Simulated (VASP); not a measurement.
# From an Ansatz input to VASP: LiF (strained rocksalt)

Ansatz input

```yaml
crystal:
  lattice:
    - [0.0557395491, 1.9907651345, 1.9907651345]
    - [1.9907651345, 0.0557395491, 1.9907651345]
    - [1.9907651345, 1.9907651345, 0.0557395491]
  atoms:
    - { symbol: Li, position: [0.0, 0.0, 0.0] }
    - { symbol: F, position: [0.5, 0.5, 0.5] }
kpoints:
  mp_grid: { grid: [10, 10, 10] }
  band_path:
    path:
      - [0.0, 0.0, 0.0]
      - [0.5, 0.0, 0.5]
      - [0.625, 0.25, 0.625]
      - [0.375, 0.375, 0.75]
      - [0.5, 0.5, 0.5]
      - [0.5, 0.25, 0.75]
      - [0.036458, 0.036458, 0.067708]
    npoints: 1
hamiltonian:
  xc: pbe
scf:
  occupations: { method: fermi_dirac, width: 0.02 }
  n_extra_bands: 4
output:
  forces: true
  stress: true
  eigenvalues: true
```

Q: Write VASP inputs for this cell and level of theory.

A: 

INCAR

```
PREC = Accurate
SIGMA = 0.02
EDIFF = 1E-7
GGA = PE
LASPH = .TRUE.
LREAL = .FALSE.
NSW = 0
NELM = 120
NBANDS = 12
ENCUT = 520
LWAVE = .FALSE.
LCHARG = .FALSE.
IBRION = -1
ISIF = 2
ISMEAR = -1
```

KPOINTS

```
KPOINTS created by Atomic Simulation Environment
0
Gamma
10 10 10
0 0 0
```

KPOINTS_OPT

```
special points
7
Reciprocal
0.0000000000 0.0000000000 0.0000000000 1
0.5000000000 0.0000000000 0.5000000000 1
0.6250000000 0.2500000000 0.6250000000 1
0.3750000000 0.3750000000 0.7500000000 1
0.5000000000 0.5000000000 0.5000000000 1
0.5000000000 0.2500000000 0.7500000000 1
0.0364580000 0.0364580000 0.0677080000 1
```

POSCAR

```
Li F
 1.0000000000000000
     0.0557395491000000    1.9907651344999999    1.9907651344999999
     1.9907651344999999    0.0557395491000000    1.9907651344999999
     1.9907651344999999    1.9907651344999999    0.0557395491000000
 Li  F
   1   1
Cartesian
  0.0000000000000000  0.0000000000000000  0.0000000000000000
  2.0186349090499993  2.0186349090499993  2.0186349090499993
```

VASP ran with the recommended PBE PAW datasets (10 valence electrons in the cell). Other inputs would serve too.

```csv
,Ansatz,VASP
gap between bands v and c,9.71 eV,9.72 eV
least direct gap,9.71 eV,9.72 eV
pressure,9.0 GPa,8.6 GPa
```

The two codes use different PAW datasets and cutoffs. VASP's cell holds 10 valence electrons and Ansatz's 10. Ansatz's stress includes a Pulay correction; VASP's doesn't.
